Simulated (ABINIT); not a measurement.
# MgO (Fm-3m): G0W0 on several meshes in ABINIT

Wanted: mesh dependence and cost of G0W0 for MgO (Fm-3m).

Program: ABINIT 10.8.3. Level of theory: LDA and many-body steps on it, plane waves. Results are calculated unless marked as measured.

**1. Set-up**

The structure is cubic, space group Fm-3m (No. 225). Conventional cell: a = 4.194 Å, b = 4.194 Å, c = 4.194 Å, α = 90.00°, β = 90.00°, γ = 90.00°. Nearest to Mg lie 6 O at 2.10 Å. Nearest to O lie 6 Mg at 2.10 Å. Farther neighbours and most contacts between anions are not listed.

Coordinates:

```cif
data_structure
_symmetry_space_group_name_H-M 'Fm-3m'
_symmetry_Int_Tables_number 225
_cell_length_a 4.1940
_cell_length_b 4.1940
_cell_length_c 4.1940
_cell_angle_alpha 90.000
_cell_angle_beta 90.000
_cell_angle_gamma 90.000
_cell_volume 73.77
loop_
_atom_site_label
_atom_site_type_symbol
_atom_site_symmetry_multiplicity
_atom_site_Wyckoff_symbol
_atom_site_fract_x
_atom_site_fract_y
_atom_site_fract_z
_atom_site_occupancy
Mg1 Mg 4 a 0.00000 0.00000 0.00000 1
O1 O 4 b 0.50000 0.00000 0.00000 1
```

The cell and positions are those that the Materials Project relaxed with its own functionals (PBE, PBE+U or r2SCAN), kept fixed.

**2. Empty states on the mesh, 6×6×6 mesh, 484 bands**

This step: ABINIT 10.8.3; DFT, LDA, plane waves, norm-conserving pseudopotentials.

The sums over transitions need many empty states on a uniform mesh; this step solves for them.

run.abi reads:

```
acell 3*1.0 Angstrom
rprim 
  -0.000000000000 2.097001392700 2.097001392700
  2.097001392700 -0.000000000000 2.097001392700
  2.097001392700 2.097001392700 -0.000000000000
ntypat 2
znucl 12 8
natom 2
typat 1 2
xred 
  0.000000000000 0.000000000000 0.000000000000
  0.500000000000 0.500000000000 0.500000000000
pp_dirpath "pseudos"
pseudos "Mg.upf, O.upf"
ecut 38
ngkpt 6 6 6
nshiftk 1
shiftk 0 0 0
kptopt 1
chksymbreak 0
irdden 1
istwfk *1
nband 484
prtvol 0
optdriver 6
gwr_task "HDIAGO"
paral_kgb 0
occopt 1
indata_prefix "in"
outdata_prefix "out"
tmpdata_prefix "tmp"
```

The run is started by

```bash
$ OMP_NUM_THREADS=1 mpirun -n 4 abinit run.abi > log
```

The program printed:

```text
.Version 10.8.3 of ABINIT. v10.8.2 released Aug 2026.

 Symmetries : space group Fm -3 m (#225); Bravais cF (face-center cubic)
[... echo of the input left out ...]
== DATASET  1 ==================================================================
-   mpi_nproc: 4, omp_nthreads: 1 (-1 if OMP is not activated)

--- !DatasetInfo
iteration_state: {dtset: 1, }
dimensions: {natom: 2, nkpt: 16, mband: 484, nsppol: 1, nspinor: 1, nspden: 1, mpw: 1411, }
cutoff_energies: {ecut:  38.0, pawecutdg:  -1.0, }
[...]
Direct band gap semiconductor
 Fundamental gap:     4.817 (eV)
   VBM:     4.459 (eV) at k: [ 0.0000E+00,  0.0000E+00,  0.0000E+00]
   CBM:     9.275 (eV) at k: [ 0.0000E+00,  0.0000E+00,  0.0000E+00]
 Direct gap:         4.817 (eV) at k: [ 0.0000E+00,  0.0000E+00,  0.0000E+00]

== END DATASET(S) ==============================================================
================================================================================

 -outvars: echo values of variables after computation  --------
           etotal      0.0000000000E+00
            nband         484
             nkpt          16
          spgroup         225
 [... the other variables as echoed above ...]

 Calculation completed.
```

Run time: 11 s. Hardware: 4 MPI ranks of Arm Neoverse V2, shared host; peak memory 0.7 GiB; 45 s of CPU time.

This step gave:

```
gap                                                           : 4.817 eV
k of the valence top                                          : 0, 0, 0
k of the conduction bottom                                    : 0, 0, 0
least direct gap                                              : 4.817 eV
k points computed                                             : 16
lowest point of the top converged band, above the valence top : 481.4495 eV
```

On this mesh the gap is 4.817 eV.

The density comes from a self-consistent run that is not shown.

**3. Screening, 6×6×6 mesh, 100 bands, screening to 203.5 eV**

The RPA dielectric matrix is built and inverted for each q.

This step: RPA screening on LDA, plane waves, norm-conserving pseudopotentials.

Edit run.abi of step 2 so:

```diff
@@ -20,10 +20,11 @@
 chksymbreak 0
-irdden 1
 istwfk *1
-nband 484
-prtvol 0
-optdriver 6
-gwr_task "HDIAGO"
-paral_kgb 0
 occopt 1
+irdwfk 1
+optdriver 3
+nband 100
+ecuteps 7.48
+inclvkb 2
+awtr 1
+symchi 1
 indata_prefix "in"
```

The program printed:

```text
.Version 10.8.3 of ABINIT. v10.8.2 released Aug 2026.

 Symmetries : space group Fm -3 m (#225); Bravais cF (face-center cubic)
[... echo of the input left out ...]
== DATASET  1 ==================================================================
-   mpi_nproc: 4, omp_nthreads: 1 (-1 if OMP is not activated)

--- !DatasetInfo
iteration_state: {dtset: 1, }
dimensions: {natom: 2, nkpt: 16, mband: 100, nsppol: 1, nspinor: 1, nspden: 1, mpw: 1411, }
cutoff_energies: {ecut:  38.0, pawecutdg:  -1.0, }
electrons: {nelect:   1.60000000E+01, charge:   0.00000000E+00, occopt:   1.00000000E+00, tsmear:   1.00000000E-02, }

 SCREENING: Calculation of the susceptibility and dielectric matrices

 Based on a program developped by R.W. Godby, V. Olevano, G. Onida, and L. Reining.
 Incorporated in ABINIT by V. Olevano, G.-M. Rignanese, and M. Torrent.
.Using double precision arithmetic ; gwpc =  8

[... cell and pseudopotentials left out ...]
--------------------------------------------------------------------------------

 ==== K-mesh for the wavefunctions ====
 Number of points in the irreducible wedge :    16
[... list of points left out ...]
 Together with 48 symmetry operations and time-reversal symmetry
 yields   216 points in the full Brillouin Zone.

 ==== Q-mesh for the screening function ====
 Number of points in the irreducible wedge :    16
[... list of points left out ...]
 Together with 48 symmetry operations and time-reversal symmetry
 yields   216 points in the full Brillouin Zone.

 setmesh: FFT mesh size selected  =    24x   24x   24
          total number of points  =        13824

 vcoul_init : cutoff-mode = AUXILIARY_FUNCTION
 q-points for optical limit:   1
     1)      0.000010    0.000020    0.000030

- screening: taking advantage of time-reversal symmetry
- Maximum band index for partially occupied states nbvw = 8
- Remaining bands to be divided among processors   nbcw = 92
- Number of bands treated by each node ~23

 Number of electrons calculated from density =   16.0000; Expected =   16.0000
 average of density, n =  0.128557
 r_s =    1.2291
 omega_plasma =   34.5863 [eV]

 calculating chi0 at frequencies [eV] :
  1    0.000000E+00    0.000000E+00
  2    0.000000E+00    3.458631E+01

--------------------------------------------------------------------------------
  q-point number  1        q = ( 0.000000, 0.000000, 0.000000) [r.l.u.]
--------------------------------------------------------------------------------
[... chi0 elements left out ...]
 For q-point:  0.000010 0.000020 0.000030
  dielectric constant =   3.0911
  dielectric constant without local fields =   3.3093

  Average fulfillment of the sum rule on Im[epsilon] for q-point    1 :     74.16  [%]
[... wings left out ...]
  q-point number  2        q = ( 0.166667, 0.000000, 0.000000) [r.l.u.]
--------------------------------------------------------------------------------
[... chi0 elements left out ...]
  Average fulfillment of the sum rule on Im[epsilon] for q-point    2 :     87.60  [%]

 [... 14 further q-points ...]
```

Elapsed: 53 s, on 4 MPI ranks; peak memory 0.79 GiB; 3.5 min of CPU time.

Numbers from this step:

| Property | Result |
| --- | --- |
| ε∞ with local fields, on this mesh, along the program's q direction | 3.091 |
| the same without local fields | 3.309 |
| plasma frequency | 34.59 eV |
| plane waves in the screening matrix | 113 |

Local fields lower ε∞ by 7 %.

**4. 6×6×6**

The self-energy is evaluated for the states that the input lists, and the levels follow from it, in one-shot runs by the linearised quasiparticle equation.

This step: G0W0 on LDA, plane waves, norm-conserving pseudopotentials.

Edit run.abi of step 3 so:

```diff
@@ -23,8 +23,19 @@
 irdwfk 1
-optdriver 3
+optdriver 4
 nband 100
+gwcalctyp 0
+ecutsigx 38
+symsigma 1
+nkptgw 3
+kptgw 
+  0.0000000000 0.0000000000 0.0000000000
+  0.5000000000 0.0000000000 0.0000000000
+  0.5000000000 0.5000000000 0.0000000000
+bdgw 
+  6 12
+  7 10
+  7 10
 ecuteps 7.48
-inclvkb 2
-awtr 1
-symchi 1
+irdscr 1
+ppmodel 1
 indata_prefix "in"
```

The program printed:

```text
.Version 10.8.3 of ABINIT. v10.8.2 released Aug 2026.

 Symmetries : space group Fm -3 m (#225); Bravais cF (face-center cubic)
[... echo of the input left out ...]
== DATASET  1 ==================================================================
-   mpi_nproc: 4, omp_nthreads: 1 (-1 if OMP is not activated)

--- !DatasetInfo
iteration_state: {dtset: 1, }
dimensions: {natom: 2, nkpt: 16, mband: 100, nsppol: 1, nspinor: 1, nspden: 1, mpw: 1411, }
cutoff_energies: {ecut:  38.0, pawecutdg:  -1.0, }
electrons: {nelect:   1.60000000E+01, charge:   0.00000000E+00, occopt:   1.00000000E+00, tsmear:   1.00000000E-02, }

 SIGMA: Calculation of the GW corrections

 Based on a program developped by R.W. Godby, V. Olevano, G. Onida, and L. Reining.
 Incorporated in ABINIT by V. Olevano, G.-M. Rignanese, and M. Torrent.
.Using double precision arithmetic ; gwpc =  8

[... cell and pseudopotentials left out ...]
--------------------------------------------------------------------------------

 ==== K-mesh for the wavefunctions ====
 Number of points in the irreducible wedge :    16
[... list of points left out ...]
 Together with 48 symmetry operations and time-reversal symmetry
 yields   216 points in the full Brillouin Zone.

 ==== Q-mesh for screening function ====
 Number of points in the irreducible wedge :    16
[... list of points left out ...]
 Together with 48 symmetry operations and time-reversal symmetry
 yields   216 points in the full Brillouin Zone.

 vcoul_init : cutoff-mode = AUXILIARY_FUNCTION
 q-points for optical limit:   1
     1)      0.000010    0.000020    0.000030
 setmesh: FFT mesh size selected  =    32x   32x   32
          total number of points  =        32768

 Number of electrons calculated from density =   16.0000; Expected =   16.0000
 average of density, n =  0.128557
 r_s =    1.2291
 omega_plasma =   34.5863 [eV]

 === KS Band Gaps ===
  >>>> For spin  1
   Minimum direct gap =   4.8168 [eV], located at k-point      :   0.0000  0.0000  0.0000
   Fundamental gap    =   4.8168 [eV], Top of valence bands at :   0.0000  0.0000  0.0000
                                       Bottom of conduction at :   0.0000  0.0000  0.0000
 SIGMA fundamental parameters:
 PLASMON POLE MODEL  1
 number of plane-waves for SigmaX                 1411
 number of plane-waves for SigmaC and W            113
 number of plane-waves for wavefunctions          1411
 number of bands                                   100
 number of independent spin polarizations            1
 number of spinorial components                      1
 number of k-points in IBZ                          16
 number of q-points in IBZ                          16
 number of symmetry operations                      48
 number of k-points in BZ                          216
 number of q-points in BZ                          216
 number of frequencies for dSigma/dE                 9
 frequency step for dSigma/dE [eV]                0.25
 number of omega for Sigma on real axis              0
 max omega for Sigma on real axis  [eV]           0.00
 zcut for avoiding poles [eV]                     0.10

 EPSILON^-1 parameters (SCR file):
 dimension of the eps^-1 matrix on file            113
 dimension of the eps^-1 matrix used               113
 number of plane-waves for wavefunctions          1411
 number of bands                                   100
 number of q-points in IBZ                          16
 number of frequencies                               2
 number of real frequencies                          1
 number of imag frequencies                          1

 matrix elements of self-energy operator (all in [eV])

 Perturbative Calculation

--- !SelfEnergy_ee
iteration_state: {dtset: 1, }
kpoint     : [   0.000,    0.000,    0.000, ]
spin       : 1
KS_gap     :    4.817
QP_gap     :    7.512
Delta_QP_KS:    2.695
data: !SigmaeeData |
     Band     E0 <VxcDFT>   SigX SigC(E0)      Z dSigC/dE  Sig(E)    E-E0       E
        6   4.459 -19.927 -25.546   3.795   0.807  -0.239 -21.399  -1.472   2.986
        7   4.459 -19.927 -25.546   3.795   0.807  -0.239 -21.399  -1.472   2.986
        8   4.459 -19.927 -25.546   3.795   0.807  -0.239 -21.399  -1.472   2.986
        9   9.275 -14.141  -9.150  -3.558   0.853  -0.172 -12.919   1.223  10.498
       10  20.226 -10.299  -3.755  -4.688   0.861  -0.161  -8.701   1.598  21.824
       11  20.226 -10.299  -3.755  -4.688   0.861  -0.161  -8.701   1.598  21.824
[...]
--- !SelfEnergy_ee
iteration_state: {dtset: 1, }
kpoint     : [   0.500,    0.000,    0.000, ]
spin       : 1
KS_gap     :    8.519
QP_gap     :   11.509
Delta_QP_KS:    2.990
data: !SigmaeeData |
     Band     E0 <VxcDFT>   SigX SigC(E0)      Z dSigC/dE  Sig(E)    E-E0       E
[...]
--- !SelfEnergy_ee
iteration_state: {dtset: 1, }
kpoint     : [   0.500,    0.500,    0.000, ]
spin       : 1
KS_gap     :   10.397
QP_gap     :   13.327
Delta_QP_KS:    2.930
data: !SigmaeeData |
     Band     E0 <VxcDFT>   SigX SigC(E0)      Z dSigC/dE  Sig(E)    E-E0       E
[...]
8   3.084 -18.670 -24.653   3.939   0.807  -0.240 -20.319  -1.649   1.435
        9  13.481  -9.564  -3.964  -4.130   0.872  -0.147  -8.283   1.281  14.762
       10  14.329 -12.840  -6.552  -4.372   0.865  -0.156 -11.182   1.658  15.987

== END DATASET(S) ==============================================================
================================================================================

 -outvars: echo values of variables after computation  --------
           etotal      0.0000000000E+00
            nband         100
             nkpt          16
          spgroup         225
 [... the other variables as echoed above ...]

 Calculation completed.
```

Elapsed: 7.5 s, on 4 MPI ranks; peak memory 0.77 GiB; 30 s of CPU time.

This step gave:

```yaml
g0w0_gap_on_the_points_computed: 7.512 eV
starting_gap_on_the_mesh: 4.817 eV
k_of_the_valence_top: 0, 0, 0
k_of_the_conduction_bottom: 0, 0, 0
z_at_the_valence_top: 0.807
z_at_the_conduction_bottom: 0.853
least_direct_g0w0_gap_on_the_computed_points: 7.512 eV
```

The gap on the mesh goes from 4.82 eV to 7.51 eV, a correction of +2.70 eV.

**5. Empty states on the mesh, 8×8×8 mesh, 108 bands**

This step: DFT, LDA, plane waves, norm-conserving pseudopotentials.

run.abi reads:

```
acell 3*1.0 Angstrom
rprim 
  -0.000000000000 2.097001392700 2.097001392700
  2.097001392700 -0.000000000000 2.097001392700
  2.097001392700 2.097001392700 -0.000000000000
ntypat 2
znucl 12 8
natom 2
typat 1 2
xred 
  0.000000000000 0.000000000000 0.000000000000
  0.500000000000 0.500000000000 0.500000000000
pp_dirpath "pseudos"
pseudos "Mg.upf, O.upf"
ecut 38
ngkpt 8 8 8
nshiftk 1
shiftk 0 0 0
kptopt 1
chksymbreak 0
irdden 1
istwfk *1
nband 108
prtvol 0
optdriver 6
gwr_task "HDIAGO"
paral_kgb 0
occopt 1
indata_prefix "in"
outdata_prefix "out"
tmpdata_prefix "tmp"
```

The program printed:

```text
[banner, memory and clock lines left out]
.Version 10.8.3 of ABINIT. v10.8.2 released Aug 2026.

 Symmetries : space group Fm -3 m (#225); Bravais cF (face-center cubic)
[... echo of the input left out ...]
== DATASET  1 ==================================================================
-   mpi_nproc: 4, omp_nthreads: 1 (-1 if OMP is not activated)

--- !DatasetInfo
iteration_state: {dtset: 1, }
dimensions: {natom: 2, nkpt: 29, mband: 108, nsppol: 1, nspinor: 1, nspden: 1, mpw: 1411, }
cutoff_energies: {ecut:  38.0, pawecutdg:  -1.0, }
[...]
Integrated=    1.6000E+01

 === KS gaps after direct diagonalization ===
 Direct band gap semiconductor
 Fundamental gap:     4.817 (eV)
   VBM:     4.459 (eV) at k: [ 0.0000E+00,  0.0000E+00,  0.0000E+00]
   CBM:     9.275 (eV) at k: [ 0.0000E+00,  0.0000E+00,  0.0000E+00]
 Direct gap:         4.817 (eV) at k: [ 0.0000E+00,  0.0000E+00,  0.0000E+00]

== END DATASET(S) ==============================================================

 -outvars: echo values of variables after computation  --------
           etotal      0.0000000000E+00
            nband         108
             nkpt          29
          spgroup         225
 [... the other variables as echoed above ...]

 Calculation completed.
```

Wall time 17 s (4 MPI ranks); peak memory 0.69 GiB; 68 s of CPU time.

This step gave:

```yaml
gap: 4.817 eV
k_of_the_valence_top: 0, 0, 0
k_of_the_conduction_bottom: 0, 0, 0
least_direct_gap: 4.817 eV
k_points_computed: 29
lowest_point_of_the_top_converged_band_above_the_valence_top: 152.7462 eV
```

On this mesh the gap is 4.817 eV.

**6. Screening, 8×8×8 mesh, 100 bands, screening to 203.5 eV**

This step: RPA screening on LDA, plane waves, norm-conserving pseudopotentials.

Edit run.abi of step 5 so:

```diff
@@ -20,10 +20,11 @@
 chksymbreak 0
-irdden 1
 istwfk *1
-nband 108
-prtvol 0
-optdriver 6
-gwr_task "HDIAGO"
-paral_kgb 0
 occopt 1
+irdwfk 1
+optdriver 3
+nband 100
+ecuteps 7.48
+inclvkb 2
+awtr 1
+symchi 1
 indata_prefix "in"
```

The program printed:

```text
.Version 10.8.3 of ABINIT. v10.8.2 released Aug 2026.

 Symmetries : space group Fm -3 m (#225); Bravais cF (face-center cubic)
[... echo of the input left out ...]
== DATASET  1 ==================================================================
-   mpi_nproc: 4, omp_nthreads: 1 (-1 if OMP is not activated)

--- !DatasetInfo
iteration_state: {dtset: 1, }
dimensions: {natom: 2, nkpt: 29, mband: 100, nsppol: 1, nspinor: 1, nspden: 1, mpw: 1411, }
cutoff_energies: {ecut:  38.0, pawecutdg:  -1.0, }
electrons: {nelect:   1.60000000E+01, charge:   0.00000000E+00, occopt:   1.00000000E+00, tsmear:   1.00000000E-02, }

 SCREENING: Calculation of the susceptibility and dielectric matrices

 Based on a program developped by R.W. Godby, V. Olevano, G. Onida, and L. Reining.
 Incorporated in ABINIT by V. Olevano, G.-M. Rignanese, and M. Torrent.
.Using double precision arithmetic ; gwpc =  8

[... cell and pseudopotentials left out ...]
--------------------------------------------------------------------------------

 ==== K-mesh for the wavefunctions ====
 Number of points in the irreducible wedge :    29
[... list of points left out ...]
 Together with 48 symmetry operations and time-reversal symmetry
 yields   512 points in the full Brillouin Zone.

 ==== Q-mesh for the screening function ====
 Number of points in the irreducible wedge :    29
[... list of points left out ...]
 Together with 48 symmetry operations and time-reversal symmetry
 yields   512 points in the full Brillouin Zone.

 setmesh: FFT mesh size selected  =    24x   24x   24
          total number of points  =        13824

 vcoul_init : cutoff-mode = AUXILIARY_FUNCTION
 q-points for optical limit:   1
     1)      0.000010    0.000020    0.000030

- screening: taking advantage of time-reversal symmetry
- Maximum band index for partially occupied states nbvw = 8
- Remaining bands to be divided among processors   nbcw = 92
- Number of bands treated by each node ~23

 Number of electrons calculated from density =   16.0000; Expected =   16.0000
 average of density, n =  0.128557
 r_s =    1.2291
 omega_plasma =   34.5863 [eV]

 calculating chi0 at frequencies [eV] :
  1    0.000000E+00    0.000000E+00
  2    0.000000E+00    3.458631E+01

--------------------------------------------------------------------------------
  q-point number  1        q = ( 0.000000, 0.000000, 0.000000) [r.l.u.]
--------------------------------------------------------------------------------
[... chi0 elements left out ...]
 For q-point:  0.000010 0.000020 0.000030
  dielectric constant =   3.0770
  dielectric constant without local fields =   3.2948

  Average fulfillment of the sum rule on Im[epsilon] for q-point    1 :     74.12  [%]
[... wings left out ...]
  q-point number  2        q = ( 0.125000, 0.000000, 0.000000) [r.l.u.]
--------------------------------------------------------------------------------
[... chi0 elements left out ...]
  Average fulfillment of the sum rule on Im[epsilon] for q-point    2 :     88.66  [%]

 [... 27 further q-points ...]
```

It took 3.9 min on 4 MPI ranks; peak memory 1.3 GiB; 16 min of CPU time.

This step gave:

```yaml
eps_infinity_with_local_fields_on_this_mesh_along_the_program_s_q_direction: 3.077
the_same_without_local_fields: 3.295
plasma_frequency: 34.59 eV
plane_waves_in_the_screening_matrix: 113
```

(Continued in part 2 of 2.)

[Paths, hosts, dates, memory and timing lines, banners, echoed tables and standing remarks are left out of the program output.]

[Logs are printed without paths, hosts, clocks, repeated set-up lines and the standing remarks that a program may print on its own settings, such as how far it seeks lower states.]

[Runs of the session that timed out or met a known fault of the program may be left out.]

[Hosts, paths, dates, database ids (printed as entryN), source tags and the programs' standing remarks are cut or masked in the printed files.]

[G0W0 gaps are taken among the corrected bands and points alone; a level outside them can change the order at an edge.]

[Where Ansatz stands beside ABINIT at settings called matched, ABINIT's density can come from a denser mesh and the files from another edition; pairs whose starting gaps differed by over 0.03 eV were left out, so agreement reads better than it is.]
